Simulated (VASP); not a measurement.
# Ir (P6_3/mmc) in VASP: notebook

The runs below take Ir through single point, with PBE.

Everything below comes from runs of VASP 6.6.1. Logs are shortened: lines on timing, memory, paths and dates and some standing lists are left out, and cuts for length are marked.

### Step 1. Starting point

The structure is hexagonal, space group P6_3/mmc (No. 194). Conventional cell: a = 2.751 Å, b = 2.751 Å, c = 4.462 Å, α = 90.00°, β = 90.00°, γ = 120.00°. Around Ir (site symmetry -6m2) lie 12 Ir at 2.74 to 2.75 Å.

This isn't the form of Ir at room conditions, which is fcc.

### Step 2. Single point, PBE

Input file INCAR:

```
SYSTEM = Ir
ADDGRID = .TRUE. ; ALGO = Normal
EDIFF = 1E-6 ; ENCUT = 460
GGA = PE ; ISIF = 2
ISMEAR = 0 ; LASPH = .TRUE.
LCHARG = .FALSE. ; LREAL = .FALSE.
LWAVE = .FALSE. ; NELM = 100
PREC = Accurate ; SIGMA = 0.2
```

Input file KPOINTS:

```
k-points
0
G
  7 7 4
  0 0 0
```

Input file POSCAR:

```
Ir
1.0
    2.7513778946      0.0000000000      0.0000000000
   -1.3756889473      2.3827631521      0.0000000000
    0.0000000000      0.0000000000      4.4622900000
Ir
2
Direct
    0.3333333333      0.6666666667      0.2500000000
    0.6666666667      0.3333333333      0.7500000000
```

Potentials or basis: VASP PAW PBE potentials, release 64 (Ir).

Run with:

```console
$ cat potpaw_PBE.64/Ir/POTCAR > POTCAR
$ mpirun -np 1 vasp_std > vasp.out
```

OUTCAR:

```text
SYSTEM = Ir
   EDIFF = 1E-6
   ENCUT = 460
   GGA = PE
   ISIF = 2
   ISMEAR = 0
   LASPH = .TRUE.
   LREAL = .FALSE.
   NELM = 100
   PREC = Accurate

 Found     24 irreducible k-points:

 Following reciprocal coordinates:
            Coordinates               Weight
  0.000000  0.000000  0.000000      1.000000
  0.142857  0.000000  0.000000      6.000000
  0.285714 -0.000000  0.000000      6.000000
  0.428571 -0.000000  0.000000      6.000000
  0.142857  0.142857  0.000000      6.000000
  0.285714  0.142857  0.000000     12.000000
   k-points           NKPTS =     24   k-points in BZ     NKDIM =     24   number of bands    NBANDS=     13
   number of dos      NEDOS =    301   number of ions     NIONS =      2
   total plane-waves  NPLWV =  12800
   dimension x,y,z NGX =    20 NGY =   20 NGZ =   32
   dimension x,y,z NGXF=    40 NGYF=   40 NGZF=   64
   ions per type =               2
   NGX,Y,Z   is equivalent  to a cutoff of  12.08, 12.08, 11.92 a.u.
   NGXF,Y,Z  is equivalent  to a cutoff of  24.17, 24.17, 23.84 a.u.
 SYSTEM =  Ir
   PREC   = accura    normal or accurate (medium, high low for compatibility)
   ISTART =      0    job   : 0-new  1-cont  2-samecut
   ICHARG =      2    charge: 1-file 2-atom 10-const
   ISPIN  =      1    spin polarized calculation?
   LNONCOLLINEAR =      F non collinear calculations
   LSORBIT =      F    spin-orbit coupling
   LASPH  =      T    aspherical Exc in radial PAW
   ENCUT  =  460.0 eV  33.81 Ry    5.81 a.u.   4.81  4.81  7.80*2*pi/ulx,y,z
   NELM   =    100;   NELMIN=  2; NELMDL= -5     # of ELM steps
   EDIFF  = 0.1E-05   stopping-criterion for ELM
[... 8 lines left out ...]
   TEBEG  =    0.0;   TEEND  =   0.0 temperature during run
   PSTRESS=    0.0 pullay stress
   NELECT =      18.0000    total number of electrons
   NUPDOWN=      -1.0000    fix difference up-down
   EMIN   =  10.00;   EMAX   =-10.00  energy-range for DOS
   EFERMI =   0.00;   METHOD = LEGACY
   ISMEAR =     0;   SIGMA  =   0.20  broadening in eV -4-tet -1-fermi 0-gaus
   EFERMI_NEDOS =   21; number of points for ismear=-14 and -15
   IALGO  =     38    algorithm
   IMIX   =      4    mixing-type and parameters
     AMIX     =   0.40;   BMIX     =  1.00
     AMIX_MAG =   1.60;   BMIX_MAG =  1.00
  volume/ion in A,a.u.               =      14.63        98.71
  Fermi-wavevector in a.u.,A,eV,Ry     =   1.392417  2.631287 26.379323  1.938826
  Thomas-Fermi vector in A             =   2.516162
   LORBIT       =      0    0 simple, 1 ext, 2 COOP (PROOUT), +10 PAW based schemes
   GGA     = PE    functional components
   LHFCALC =     F    Hartree Fock is set to
   AEXX    =    0.0000 exact exchange contribution
   IVDW    =     0    specifies the selected vdW correction
   LEPSILON=     F    determine dielectric tensor
   LRPA    =     F    only Hartree local field effects (RPA)
 non-spin polarized calculation
 Gauss-broadening in eV      SIGMA  =   0.20
  energy-cutoff  :      460.00
  volume of cell :       29.25
 maximum number of plane-waves:       672
 NGX is ok and might be reduce to    20
   NGX =  9   NGY =  9   NGZ = 15

 number of electron      18.0000000 magnetization

 Free energy of the ion-electron system (eV)
  ---------------------------------------------------
  ext. energy  EPLUGINS =         0.00000000
  ---------------------------------------------------
  free energy    TOTEN  =       -17.67041799 eV

  energy without entropy =      -17.65136557  energy(sigma->0) =      -17.66089178

 E-fermi :  10.0051     XC(G=0): -13.7900

 val. band max:        9.7999107893   @ k =   0.1429   0.0000   0.5000
 cond. band min:      10.0603068330   @ k =   0.2857   0.1429   0.0000
 fundamental gap:      0.2603960437
 Fermi energy:        10.0050566000

 k-point     1 :       0.0000    0.0000    0.0000
  band No.  band energies     occupation
      1      -0.9275      2.00000
      2       2.0997      2.00000
      3       6.1982      2.00000
      4       6.2725      2.00000
      5       6.2725      2.00000
      6       6.8954      2.00000
      7       6.8954      2.00000
      8       7.6922      2.00000
      9       7.6922      2.00000
     10       9.2279      2.00000
     11      10.2186      0.13105
     12      10.2186      0.13105
     13      16.7369      0.00000

 k-point     2 :       0.1429    0.0000    0.0000
  band No.  band energies     occupation
      1      -0.1796      2.00000
      2       2.7277      2.00000
      3       5.4660      2.00000
      4       6.4815      2.00000
      5       6.5512      2.00000
      6       6.9035      2.00000
      7       7.0090      2.00000
      8       7.2764      2.00000
      9       7.4829      2.00000
     10       7.7172      2.00000
     11      10.4436      0.00193
     12      13.1062      0.00000
     13      16.6197      0.00000

 k-point     3 :       0.2857   -0.0000    0.0000
  band No.  band energies     occupation
      1       1.5768      2.00000
      2       3.2968      2.00000
      3       4.5845      2.00000
      4       5.3676      2.00000
      5       6.2019      2.00000
      6       6.5560      2.00000
      7       7.0420      2.00000
      8       8.5154      2.00000
      9       8.5794      2.00000
     10       9.0161      2.00000
     11      10.7350      0.00000
     12      16.4011      0.00000
     13      16.6310      0.00000

 k-point     4 :       0.4286   -0.0000    0.0000
  band No.  band energies     occupation
      1       2.6421      2.00000
      2       2.8435      2.00000
      3       3.5082      2.00000
      4       6.0894      2.00000
      5       6.3126      2.00000
      6       6.6123      2.00000
      7       7.0274      2.00000
      8      10.3148      0.02851
      9      10.6722      0.00000
     10      10.8595      0.00000
     11      11.3595      0.00000
     12      15.9482      0.00000
     13      17.2647      0.00000

 k-point     5 :       0.1429    0.1429    0.0000
  band No.  band energies     occupation
      1       1.1405      2.00000
      2       3.6302      2.00000
      3       4.7743      2.00000
      4       5.1542      2.00000
      5       6.2037      2.00000
      6       6.3607      2.00000
      7       7.4986      2.00000
      8       7.5130      2.00000
      9       8.2468      2.00000
     10       8.8826      2.00000
     11      10.5387      0.00016
     12      15.7926      0.00000
     13      16.4613      0.00000

 k-point     6 :       0.2857    0.1429    0.0000
  band No.  band energies     occupation
      1       2.8454      2.00000
      2       3.5802      2.00000
      3       3.8879      2.00000
      4       5.1473      2.00000
      5       5.8861      2.00000
      6       6.6530      2.00000
      7       6.8684      2.00000
      8       8.7770      2.00000
      9      10.0603      0.69604
     10      10.5787      0.00005
     11      11.1631      0.00000
     12      16.9002      0.00000
     13      18.3571      0.00000

 [... further k-points ...]
[... 5 lines left out ...]
  --------------------------------------------------------------------------------------
  -------------------------------------------------------------------------------------
  Total       -0.6808196     -0.6808196      0.2425151     -0.0000000      0.0000000      0.0000000
  in kB      -37.2866831    -37.2866831     13.2819080     -0.0000000      0.0000000      0.0000000
  external PRESSURE =     -20.4304861 kB  Pullay stress =       0.0000000 kB

 VOLUME and BASIS-vectors are now :
 -----------------------------------------------------------------------------
  energy-cutoff  :      460.00
  volume of cell :       29.25
      direct lattice vectors                 reciprocal lattice vectors
     2.751377895  0.000000000  0.000000000     0.363454254  0.209840411  0.000000000
    -1.375688947  2.382763152  0.000000000     0.000000000  0.419680823  0.000000000
     0.000000000  0.000000000  4.462290000     0.000000000  0.000000000  0.224100182

 POSITION                                       TOTAL-FORCE (eV/Angst)
 -----------------------------------------------------------------------------------
     -0.00000      1.58851      1.11557         0.000000     -0.000000      0.000000
      1.37569      0.79425      3.34672        -0.000000      0.000000      0.000000
 -----------------------------------------------------------------------------------
    total drift:                                0.000000     -0.000000     -0.000000

  FREE ENERGIE OF THE ION-ELECTRON SYSTEM (eV)
  ---------------------------------------------------
  free  energy   TOTEN  =       -17.6704179935 eV

  energy  without entropy=      -17.6513655723  energy(sigma->0) =      -17.66089178
```

OSZICAR:

```text
N       E                     dE             d eps       ncg     rms          rms(c)
DAV:   1     0.141849210831E+03    0.14185E+03   -0.81782E+03   624   0.127E+03
DAV:   2    -0.126213528674E+02   -0.15447E+03   -0.14138E+03   654   0.353E+02
DAV:   3    -0.186781182714E+02   -0.60568E+01   -0.56937E+01   776   0.792E+01
DAV:   4    -0.187775155182E+02   -0.99397E-01   -0.98849E-01   674   0.891E+00
DAV:   5    -0.187795076658E+02   -0.19921E-02   -0.19919E-02   729   0.126E+00    0.200E+01
DAV:   6    -0.178484992131E+02    0.93101E+00   -0.15454E+00   719   0.173E+01    0.814E+00
DAV:   7    -0.176820221281E+02    0.16648E+00   -0.47658E-01   764   0.918E+00    0.202E+00
DAV:   8    -0.176742701240E+02    0.77520E-02   -0.45841E-03   654   0.686E-01    0.105E+00
DAV:   9    -0.176704034563E+02    0.38667E-02   -0.46734E-03   704   0.100E+00    0.396E-02
DAV:  10    -0.176704127567E+02   -0.93004E-05   -0.24135E-05   816   0.467E-02    0.102E-02
DAV:  11    -0.176704177146E+02   -0.49579E-05   -0.23509E-06   636   0.141E-02    0.220E-03
DAV:  12    -0.176704179935E+02   -0.27893E-06   -0.12807E-07   357   0.445E-03
   1 F= -.17670418E+02 E0= -.17660892E+02  d E =-.190524E-01
```

stdout:

```text
POSCAR found type information on POSCAR Ir
 POSCAR found :  1 types and       2 ions
 scaLAPACK will be used
 LDA part: xc-table for (Slater+PW92), standard interpolation
 POSCAR, INCAR and KPOINTS ok, starting setup
 FFT: planning ... GRIDC
 FFT: planning ... GRID_SOFT
 FFT: planning ... GRID
 WAVECAR not read
 entering main loop
```

Wall time 15 s (1 thread of Intel Xeon Platinum 8375C at 2.90GHz (Ice Lake), shared host); peak memory 0.21 GiB.

The run converged, but some of its settings lie outside the range that counts as converged, so its numbers aren't taken as properties of the crystal.

What came out:

```yaml
Free_energy: -17.6704 eV
Pressure: -2.0 GPa
Band_gap_on_the_k_mesh: none (metal or under the smearing width)
```

Caveat: the k mesh is coarse (spacing up to 0.38 Å⁻¹), so the values aren't converged.

### Step 3. Single point, PBE

INCAR is that of step 2.

KPOINTS is that of step 2.

Input file POSCAR:

```
Ir
1.0
    2.7513778946      0.0000000000      0.0000000000
   -1.3756889473      2.3827631521      0.0000000000
    0.0000000000      0.0000000000      4.4622900000
Ir
2
Direct
    0.3583140000      0.6617470000      0.2121330000
    0.6598720000      0.3587530000      0.7691070000
```

Potentials or basis: VASP PAW PBE potentials, release 64 (Ir).

Run with:

```console
$ cat potpaw_PBE.64/Ir/POTCAR > POTCAR
$ mpirun -np 1 vasp_std > vasp.out
```

It took 26 s on 1 thread of Intel Xeon Platinum 8375C at 2.90GHz (Ice Lake), shared host; peak memory 0.23 GiB.

The run converged, but some of its settings lie outside the range that counts as converged, so its numbers aren't taken as properties of the crystal.

What came out:

```
Free energy            : -17.1231 eV
Pressure               : 12.1 GPa
Largest force          : 3.980 eV/Å
Band gap on the k mesh : none (metal or under the smearing width)
```

Caveat: the k mesh is coarse (spacing up to 0.38 Å⁻¹), so the values aren't converged.

### Step 4. Single point, PBE

Input file INCAR:

```
SYSTEM = Ir
ADDGRID = .FALSE. ; ALGO = Normal
EDIFF = 1E-6 ; ENCUT = 460
GGA = PE ; ISIF = 2
ISMEAR = 0 ; LASPH = .FALSE.
LCHARG = .FALSE. ; LREAL = .FALSE.
LWAVE = .FALSE. ; NELM = 100
PREC = Accurate ; SIGMA = 0.2
```

KPOINTS is that of step 3.

Input file POSCAR:

```
Ir
1.0
    2.7513778946      0.0000000000      0.0000000000
   -1.3756889473      2.3827631521      0.0000000000
    0.0000000000      0.0000000000      4.4622900000
Ir
2
Direct
    0.3333333333      0.6666666667      0.2500000000
    0.6666666667      0.3333333333      0.7500000000
```

Run with:

```console
$ cat potpaw_PBE.64/Ir/POTCAR > POTCAR
$ mpirun -np 1 vasp_std > vasp.out
```

It took 7.2 s on 1 thread of Intel Xeon Platinum 8375C at 2.90GHz (Ice Lake), shared host; peak memory 0.13 GiB.

The run converged, but some of its settings lie outside the range that counts as converged, so its numbers aren't taken as properties of the crystal.

What came out:

```
Free energy            : -17.6701 eV
Pressure               : -2.0 GPa
Band gap on the k mesh : none (metal or under the smearing width)
```

Caveat: the k mesh is coarse (spacing up to 0.38 Å⁻¹), so the values aren't converged.

### Step 5. Single point, PBE

INCAR is that of step 4.

KPOINTS is that of step 4.

Input file POSCAR:

```
Ir
1.0
    2.7513778946      0.0000000000      0.0000000000
   -1.3756889473      2.3827631521      0.0000000000
    0.0000000000      0.0000000000      4.4622900000
Ir
2
Direct
    0.3583140000      0.6617470000      0.2121330000
    0.6598720000      0.3587530000      0.7691070000
```

Run with:

```console
$ cat potpaw_PBE.64/Ir/POTCAR > POTCAR
$ mpirun -np 1 vasp_std > vasp.out
```

It took 21 s on 1 thread of Intel Xeon Platinum 8375C at 2.90GHz (Ice Lake), shared host; peak memory 0.16 GiB.

The run converged, but some of its settings lie outside the range that counts as converged, so its numbers aren't taken as properties of the crystal.

What came out:

```yaml
Free_energy: -17.1212 eV
Pressure: 12.1 GPa
Largest_force: 3.991 eV/Å
Band_gap_on_the_k_mesh: none (metal or under the smearing width)
```

Caveat: the k mesh is coarse (spacing up to 0.38 Å⁻¹), so the values aren't converged.
